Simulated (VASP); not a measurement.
# SiO2 (P4_2/mnm) in VASP: a series of runs

Runs on SiO2. Level: PBE+D3(BJ). Tasks: equation of state.

Everything below comes from runs of VASP 6.6.1. Logs are shortened: lines on timing, memory, paths and dates and some standing lists are left out, and cuts for length are marked.

## 1. Starting point

It takes space group P4_2/mnm (No. 136, tetragonal). Conventional cell: a = 4.199 Å, b = 4.199 Å, c = 2.685 Å, α = 90.00°, β = 90.00°, γ = 90.00°. Around Si (site symmetry mmm) lie 6 O at 1.77 to 1.82 Å. O (site symmetry m2m) has 3 Si at 1.77 to 1.82 Å as nearest neighbours.

The cell comes from a database or a generator and needn't be the stable form of this composition.

## 2. Equation of state, PBE+D3(BJ), 7.57 Å³/atom (a relaxed cell with its volume scaled by 0.96)

Input file INCAR:

```
PREC = Accurate
ENCUT = 520
EDIFF = 1E-6
ISMEAR = 0
SIGMA = 0.02
LREAL = F
LASPH = T
NELM = 100
ALGO = Normal
ISIF = 2
LWAVE = F
LCHARG = F
GGA = PE
IVDW = 12
KPAR = 2
```

Input file KPOINTS:

```
regular mesh
0
Gamma
  6 6 8
```

Input file POSCAR:

```
SiO2                                    
1.0
    4.1424095240      0.0000000000      0.0000000000
   -0.0000000000      4.1424095240      0.0000000000
    0.0000000000      0.0000000000      2.6485233096
  Si              O             
     2     4
Direct
     0.0000000000000000    0.0000000000000000    1.0000000000000000
     0.5000000000000000    0.5000000000000000    0.5000000000000000
     0.8059567069369186    0.1940432930630814    0.5000000000000000
     0.3059567069369186    0.3059567069369186    0.0000000000000000
     0.1940432930630814    0.8059567069369186    0.5000000000000000
     0.6940432930630814    0.6940432930630814    1.0000000000000000
```

Potentials or basis: VASP PAW PBE potentials, release 64 (Si, O).

Started as:

```bash
$ cat potpaw_PBE.64/Si/POTCAR potpaw_PBE.64/O/POTCAR > POTCAR
$ mpirun -np 2 vasp_std > vasp.out
```

OUTCAR:

```text
PREC = Accurate
   ENCUT = 520
   EDIFF = 1E-6
   ISMEAR = 0
   LREAL = F
   LASPH = T
   NELM = 100
   ISIF = 2
   GGA = PE
   IVDW = 12
 IVDW          = 12

 ion  position               nearest neighbor table
   1  0.000  0.000  0.000-   3 1.75   5 1.75   3 1.75   5 1.75   4 1.79   6 1.79
   2  0.500  0.500  0.500-   4 1.75   6 1.75   4 1.75   6 1.75   5 1.79   3 1.79
   3  0.806  0.194  0.500-   1 1.75   1 1.75   2 1.79
   4  0.306  0.306  0.000-   2 1.75   2 1.75   1 1.79
   5  0.194  0.806  0.500-   1 1.75   1 1.75   2 1.79
   6  0.694  0.694  0.000-   2 1.75   2 1.75   1 1.79

  LATTYP: Found a simple tetragonal cell.
 ALAT       =     4.1424095240
 C/A-ratio  =     0.6393678110

  Lattice vectors:

 A1 = (   4.1424095240,   0.0000000000,   0.0000000000)
 A2 = (   0.0000000000,   4.1424095240,   0.0000000000)
 A3 = (   0.0000000000,   0.0000000000,   2.6485233096)

Analysis of symmetry for initial positions (statically):
=====================================================================
 Subroutine PRICEL returns:
 Original cell was already a primitive cell.

 Routine SETGRP: Setting up the symmetry group for a
 simple tetragonal supercell.

 Subroutine GETGRP returns: Found 16 space group operations
 (whereof  8 operations were pure point group operations)
 out of a pool of 16 trial point group operations.

The static configuration has the point symmetry D_2h.
 The point group associated with its full space group is D_4h.

Analysis of symmetry for dynamics (positions and initial velocities):
=====================================================================
 Subroutine PRICEL returns:
 Original cell was already a primitive cell.

 Routine SETGRP: Setting up the symmetry group for a
 simple tetragonal supercell.

 Subroutine GETGRP returns: Found 16 space group operations
 (whereof  8 operations were pure point group operations)
 out of a pool of 16 trial point group operations.

The dynamic configuration has the point symmetry D_2h.
 The point group associated with its full space group is D_4h.

 Subroutine INISYM returns: Found 16 space group operations
 (whereof  8 operations are pure point group operations),
 and found     1 'primitive' translations

----------------------------------------------------------------------------------------

                                     Primitive cell

  volume of cell :      45.4475

  direct lattice vectors                    reciprocal lattice vectors
     4.142409524  0.000000000  0.000000000     0.241405393  0.000000000  0.000000000
     0.000000000  4.142409524  0.000000000     0.000000000  0.241405393  0.000000000
     0.000000000  0.000000000  2.648523310     0.000000000  0.000000000  0.377568888

  length of vectors
     4.142409524  4.142409524  2.648523310     0.241405393  0.241405393  0.377568888

  position of ions in fractional coordinates (direct lattice)
     0.000000000  0.000000000  0.000000000
     0.500000000  0.500000000  0.500000000
     0.805956707  0.194043293  0.500000000
     0.305956707  0.305956707  0.000000000
     0.194043293  0.805956707  0.500000000
     0.694043293  0.694043293  0.000000000

  ion indices of the primitive-cell ions
   primitive index   ion index
                 1           1
                 2           2
                 3           3
                 4           4
                 5           5
                 6           6

----------------------------------------------------------------------------------------

 KPOINTS: regular mesh

Automatic generation of k-mesh.
 Grid dimensions read from file:
 generate k-points for:    6    6    8

 Generating k-lattice:

  Cartesian coordinates                     Fractional coordinates (reciprocal lattice)
     0.040234232  0.000000000  0.000000000     0.166666667  0.000000000  0.000000000
     0.000000000  0.040234232  0.000000000     0.000000000  0.166666667  0.000000000
     0.000000000  0.000000000  0.047196111     0.000000000  0.000000000  0.125000000

  Length of vectors
     0.040234232  0.040234232  0.047196111

  Shift w.r.t. Gamma in fractional coordinates (k-lattice)
     0.000000000  0.000000000  0.000000000

 Subroutine IBZKPT returns following result:
 ===========================================

 Found     50 irreducible k-points:

 Following reciprocal coordinates:
            Coordinates               Weight
  0.000000  0.000000  0.000000      1.000000
  0.166667  0.000000  0.000000      4.000000
  0.333333  0.000000  0.000000      4.000000
  0.500000  0.000000  0.000000      2.000000
  0.166667  0.166667  0.000000      4.000000
  0.333333  0.166667  0.000000      8.000000
[... 16 lines left out ...]
  0.333333  0.000000  0.250000      8.000000
  0.500000  0.000000  0.250000      4.000000
 [... further k-points ...]
   k-points           NKPTS =     50   k-points in BZ     NKDIM =     50   number of bands    NBANDS=     20
   number of dos      NEDOS =    301   number of ions     NIONS =      6
   total plane-waves  NPLWV =  20480
   dimension x,y,z NGX =    32 NGY =   32 NGZ =   20
   dimension x,y,z NGXF=    64 NGYF=   64 NGZF=   40
   ions per type =               2   4
   NGX,Y,Z   is equivalent  to a cutoff of  12.84, 12.84, 12.55 a.u.
   NGXF,Y,Z  is equivalent  to a cutoff of  25.68, 25.68, 25.11 a.u.
 SYSTEM =  unknown system
   PREC   = accura    normal or accurate (medium, high low for compatibility)
   ISTART =      0    job   : 0-new  1-cont  2-samecut
   ICHARG =      2    charge: 1-file 2-atom 10-const
   ISPIN  =      1    spin polarized calculation?
   LNONCOLLINEAR =      F non collinear calculations
   LSORBIT =      F    spin-orbit coupling
   LASPH  =      T    aspherical Exc in radial PAW
   ENCUT  =  520.0 eV  38.22 Ry    6.18 a.u.   7.70  7.70  4.92*2*pi/ulx,y,z
   NELM   =    100;   NELMIN=  2; NELMDL= -5     # of ELM steps
   EDIFF  = 0.1E-05   stopping-criterion for ELM
   LREAL  =      F    real-space projection
   EDIFFG = 0.1E-04   stopping-criterion for IOM
   NSW    =      0    number of steps for IOM
   IBRION =     -1    ionic relax: 0-MD 1-quasi-New 2-CG
   NFREE  =      0    steps in history (QN), initial steepest desc. (CG)
   ISIF   =      2    stress and relaxation
   ISYM   =      2    0-nonsym 1-usesym 2-fastsym
   POTIM  = 0.5000    time-step for ionic-motion
[... 31 lines left out ...]

 Free energy of the ion-electron system (eV)
  ---------------------------------------------------
  ext. energy  EPLUGINS =         0.00000000
  ---------------------------------------------------
  free energy    TOTEN  =       -46.15026095 eV

  energy without entropy =      -46.15026095  energy(sigma->0) =      -46.15026095

 E-fermi :   8.7452     XC(G=0): -12.3990

 val. band max:        8.5855510340   @ k =   0.0000   0.0000   0.0000
 cond. band min:      14.6260909930   @ k =   0.0000   0.0000   0.0000
 fundamental gap:      6.0405399590
 Fermi energy:         8.7451975395

 k-point     1 :       0.0000    0.0000    0.0000
  band No.  band energies     occupation
      1     -14.2564      2.00000
      2     -10.4923      2.00000
      3     -10.4923      2.00000
      4     -10.2450      2.00000
      5      -2.4504      2.00000
      6       2.0151      2.00000
[... 12 lines left out ...]
     19      17.2749      0.00000
     20      17.2749      0.00000

 k-point     2 :       0.1667    0.0000    0.0000
  band No.  band energies     occupation
      1     -14.1066      2.00000
      2     -11.1829      2.00000
      3     -10.4155      2.00000
      4      -9.8737      2.00000
      5      -2.2575      2.00000
      6       1.2568      2.00000
[... 12 lines left out ...]
     19      17.3301      0.00000
     20      17.3683      0.00000

 k-point     3 :       0.3333    0.0000    0.0000
  band No.  band energies     occupation
      1     -13.6683      2.00000
      2     -12.1073      2.00000
      3     -10.2094      2.00000
      4      -9.7803      2.00000
      5      -1.7233      2.00000
      6       0.1157      2.00000
[... 12 lines left out ...]
     19      17.5698      0.00000
     20      17.7092      0.00000

 k-point     4 :       0.5000    0.0000    0.0000
  band No.  band energies     occupation
      1     -12.9778      2.00000
      2     -12.9778      2.00000
      3      -9.9513      2.00000
      4      -9.9513      2.00000
      5      -0.9143      2.00000
      6      -0.9143      2.00000
[... 12 lines left out ...]
     19      17.8466      0.00000
     20      17.8466      0.00000

 k-point     5 :       0.1667    0.1667    0.0000
  band No.  band energies     occupation
      1     -13.9605      2.00000
      2     -11.3756      2.00000
      3     -10.5949      2.00000
      4      -9.7718      2.00000
      5      -2.0339      2.00000
      6       1.1744      2.00000
[... 12 lines left out ...]
     19      17.1883      0.00000
     20      17.7822      0.00000

 k-point     6 :       0.3333    0.1667    0.0000
  band No.  band energies     occupation
      1     -13.5353      2.00000
      2     -12.0730      2.00000
      3     -10.4768      2.00000
      4      -9.8622      2.00000
      5      -1.4387      2.00000
      6       0.3625      2.00000
[... 12 lines left out ...]
     19      17.5354      0.00000
     20      18.1605      0.00000

 k-point     7 :       0.5000    0.1667    0.0000
  band No.  band energies     occupation
      1     -12.8737      2.00000
      2     -12.8737      2.00000
      3     -10.1594      2.00000
      4     -10.1594      2.00000
      5      -0.6029      2.00000
      6      -0.6029      2.00000
[... 12 lines left out ...]
     19      18.0936      0.00000
     20      18.0936      0.00000
[... 277 lines left out ...]
 k-point    20 :       0.5000    0.5000    0.1250
  band No.  band energies     occupation
      1     -12.2774      2.00000
      2     -12.2774      2.00000
      3     -10.7581      2.00000
      4     -10.7581      2.00000
      5       0.2809      2.00000
      6       0.2809      2.00000
[... 12 lines left out ...]
     19      19.5117      0.00000
     20      19.5117      0.00000

 k-point    21 :       0.0000    0.0000    0.2500
  band No.  band energies     occupation
      1     -13.4311      2.00000
      2     -10.2696      2.00000
      3     -10.1013      2.00000
      4     -10.1013      2.00000
      5      -2.2039      2.00000
      6       1.6361      2.00000
[... 12 lines left out ...]
     19      18.9463      0.00000
     20      20.1026      0.00000

 k-point    22 :       0.1667    0.0000    0.2500
  band No.  band energies     occupation
      1     -13.2943      2.00000
      2     -10.7888      2.00000
      3     -10.0547      2.00000
      4      -9.8375      2.00000
      5      -1.9259      2.00000
      6       1.1383      2.00000
[... 12 lines left out ...]
     19      19.2052      0.00000
     20      19.9307      0.00000

 k-point    23 :       0.3333    0.0000    0.2500
  band No.  band energies     occupation
      1     -12.8972      2.00000
      2     -11.5362      2.00000
      3      -9.9353      2.00000
      4      -9.7405      2.00000
      5      -1.2049      2.00000
      6       0.5700      2.00000
[... 12 lines left out ...]
     19      19.2672      0.00000
     20      19.6478      0.00000

 k-point    24 :       0.5000    0.0000    0.2500
  band No.  band energies     occupation
      1     -12.2834      2.00000
      2     -12.2834      2.00000
      3      -9.8027      2.00000
      4      -9.8027      2.00000
      5      -0.2883      2.00000
      6      -0.2883      2.00000
[... 12 lines left out ...]
     19      19.3728      0.00000
     20      19.3728      0.00000

 [... further k-points ...]

------------------------ aborting loop because EDIFF is reached ----------------------------------------

 Edisp (eV)   -1.47880

 E8    (eV) :    -0.5086

  FORCE on cell =-STRESS in cart. coord.  units (eV):
  Direction    XX          YY          ZZ          XY          YZ          ZX
  --------------------------------------------------------------------------------------
  -------------------------------------------------------------------------------------
  Total       3.80703     3.80703     4.61381     0.00000     0.00000     0.00000
  in kB     134.21058   134.21058   162.65238     0.00000     0.00000     0.00000
  external pressure =      143.69 kB  Pullay stress =        0.00 kB

 VOLUME and BASIS-vectors are now :
 -----------------------------------------------------------------------------
  energy-cutoff  :      520.00
  volume of cell :       45.45
      direct lattice vectors                 reciprocal lattice vectors
     4.142409524  0.000000000  0.000000000     0.241405393  0.000000000  0.000000000
     0.000000000  4.142409524  0.000000000     0.000000000  0.241405393  0.000000000
     0.000000000  0.000000000  2.648523310     0.000000000  0.000000000  0.377568888

 POSITION                                       TOTAL-FORCE (eV/Angst)
 -----------------------------------------------------------------------------------
      0.00000      0.00000      0.00000         0.000000      0.000000      0.000000
      2.07120      2.07120      1.32426         0.000000      0.000000      0.000000
      3.33860      0.80381      1.32426        -0.200874      0.200874     -0.000000
      1.26740      1.26740      0.00000        -0.200874     -0.200874      0.000000
      0.80381      3.33860      1.32426         0.200874     -0.200874      0.000000
      2.87501      2.87501      0.00000         0.200874      0.200874     -0.000000
 -----------------------------------------------------------------------------------
    total drift:                                0.000000      0.000000      0.000000

  FREE ENERGIE OF THE ION-ELECTRON SYSTEM (eV)
  ---------------------------------------------------
  free  energy   TOTEN  =       -47.6290597428 eV

  energy  without entropy=      -47.6290597428  energy(sigma->0) =      -47.62905974
```

Wall time 25 s (2 MPI ranks of Intel Xeon Platinum 8375C at 2.90GHz (Ice Lake), shared host); peak memory 0.17 GiB.

What came out:

```
Free energy                : -47.6291 eV
Pressure                   : 14.4 GPa
Largest force              : 0.284 eV/Å
Band gap on the k mesh     : 6.04 eV, direct
Dispersion energy per atom : -0.246 eV
```

## 3. Equation of state, PBE+D3(BJ), 7.73 Å³/atom (a relaxed cell with its volume scaled by 0.98)

INCAR is that of step 2.

KPOINTS is that of step 2.

POSCAR, as its differences from that of step 2:

```diff
@@ -2,5 +2,5 @@
 1.0
-    4.1424095240      0.0000000000      0.0000000000
-   -0.0000000000      4.1424095240      0.0000000000
-    0.0000000000      0.0000000000      2.6485233096
+    4.1709787684      0.0000000000      0.0000000000
+   -0.0000000000      4.1709787684      0.0000000000
+    0.0000000000      0.0000000000      2.6667895648
   Si              O
```

Potentials or basis: VASP PAW PBE potentials, release 64 (Si, O).

Started as:

```bash
$ cat potpaw_PBE.64/Si/POTCAR potpaw_PBE.64/O/POTCAR > POTCAR
$ mpirun -np 2 vasp_std > vasp.out
```

Wall time 30 s (2 MPI ranks of Intel Xeon Platinum 8375C at 2.90GHz (Ice Lake), shared host); peak memory 0.18 GiB.

Results (log left out):

```
Free energy                : -47.6940 eV
Pressure                   : 7.0 GPa
Largest force              : 0.139 eV/Å
Band gap on the k mesh     : 5.66 eV, direct
Dispersion energy per atom : -0.241 eV
```

## 4. Equation of state, PBE+D3(BJ), 7.89 Å³/atom

INCAR is that of step 3.

KPOINTS is that of step 3.

POSCAR, as its differences from that of step 3:

```diff
@@ -2,5 +2,5 @@
 1.0
-    4.1709787684      0.0000000000      0.0000000000
-   -0.0000000000      4.1709787684      0.0000000000
-    0.0000000000      0.0000000000      2.6667895648
+    4.1991619122      0.0000000000      0.0000000000
+   -0.0000000000      4.1991619122      0.0000000000
+    0.0000000000      0.0000000000      2.6848089599
   Si              O
```

Started as:

```bash
$ cat potpaw_PBE.64/Si/POTCAR potpaw_PBE.64/O/POTCAR > POTCAR
$ mpirun -np 2 vasp_std > vasp.out
```

It took 27 s on 2 MPI ranks of Intel Xeon Platinum 8375C at 2.90GHz (Ice Lake), shared host; peak memory 0.17 GiB.

The run converged. Its results:

* Free energy: -47.7179 eV
* Pressure: 0.4 GPa
* Largest force: 0.004 eV/Å
* Band gap on the k mesh: 5.30 eV, direct
* Dispersion energy per atom: -0.236 eV

## 5. Equation of state, PBE+D3(BJ), 8.05 Å³/atom (a relaxed cell with its volume scaled by 1.02)

INCAR is that of step 4.

KPOINTS is that of step 4.

POSCAR, as its differences from that of step 4:

```diff
@@ -2,5 +2,5 @@
 1.0
-    4.1991619122      0.0000000000      0.0000000000
-   -0.0000000000      4.1991619122      0.0000000000
-    0.0000000000      0.0000000000      2.6848089599
+    4.2269717420      0.0000000000      0.0000000000
+   -0.0000000000      4.2269717420      0.0000000000
+    0.0000000000      0.0000000000      2.7025896698
   Si              O
```

Started as:

```bash
$ cat potpaw_PBE.64/Si/POTCAR potpaw_PBE.64/O/POTCAR > POTCAR
$ mpirun -np 2 vasp_std > vasp.out
```

Wall time 27 s (2 MPI ranks of Intel Xeon Platinum 8375C at 2.90GHz (Ice Lake), shared host); peak memory 0.17 GiB.

The run converged. Its results:

```yaml
Free_energy: -47.7046 eV
Pressure: -5.5 GPa
Largest_force: 0.122 eV/Å
Band_gap_on_the_k_mesh: 4.95 eV, direct
Dispersion_energy_per_atom: -0.232 eV
```

## 6. Equation of state, PBE+D3(BJ), 8.21 Å³/atom (a relaxed cell with its volume scaled by 1.04)

INCAR is that of step 5.

KPOINTS is that of step 5.

POSCAR, as its differences from that of step 5:

```diff
@@ -2,5 +2,5 @@
 1.0
-    4.2269717420      0.0000000000      0.0000000000
-   -0.0000000000      4.2269717420      0.0000000000
-    0.0000000000      0.0000000000      2.7025896698
+    4.2544203796      0.0000000000      0.0000000000
+   -0.0000000000      4.2544203796      0.0000000000
+    0.0000000000      0.0000000000      2.7201394451
   Si              O
```

Potentials or basis: VASP PAW PBE potentials, release 64 (Si, O).

Started as:

```bash
$ cat potpaw_PBE.64/Si/POTCAR potpaw_PBE.64/O/POTCAR > POTCAR
$ mpirun -np 2 vasp_std > vasp.out
```

Wall time 29 s (2 MPI ranks of Intel Xeon Platinum 8375C at 2.90GHz (Ice Lake), shared host); peak memory 0.18 GiB.

Results (log left out):

```yaml
Free_energy: -47.6579 eV
Pressure: -10.9 GPa
Largest_force: 0.239 eV/Å
Band_gap_on_the_k_mesh: 4.62 eV, direct
Dispersion_energy_per_atom: -0.227 eV
```

## 7. Equation of state, PBE+D3(BJ)

This step only gathers the single runs of the series.

What came out:

| Property | Result |
| --- | --- |
| Equilibrium volume | 7.91 Å³/atom |
| Bulk modulus at fixed shape and positions | 310 GPa |
| Pressure derivative of the bulk modulus | 4.2 (rough: it moves with the points fitted) |

Energy against volume, from the lowest point:
| volume (Å³/atom) | energy (meV/atom) |
| --- | --- |
| 7.575 | 14.80 |
| 7.732 | 3.98 |
| 7.890 | 0.00 |
| 8.048 | 2.21 |
| 8.206 | 9.99 |

Caveat: the cell was scaled at fixed shape and fractional positions, which overstates the stiffness of a crystal with free parameters, most of all of layers and chains.

## 8. The reference run

An earlier run on the cell as given: functional PBEsol; potentials or basis VASP PAW PBE potentials, release 64 (Si, O); cutoff 520 eV; k mesh 6 × 6 × 10; occupations fermi-dirac, width 0.05 eV; no spin polarisation.

* Pressure: -6.0 GPa
* Largest force: 0.004 eV/Å
* Band gap on the k mesh: 4.99 eV, direct
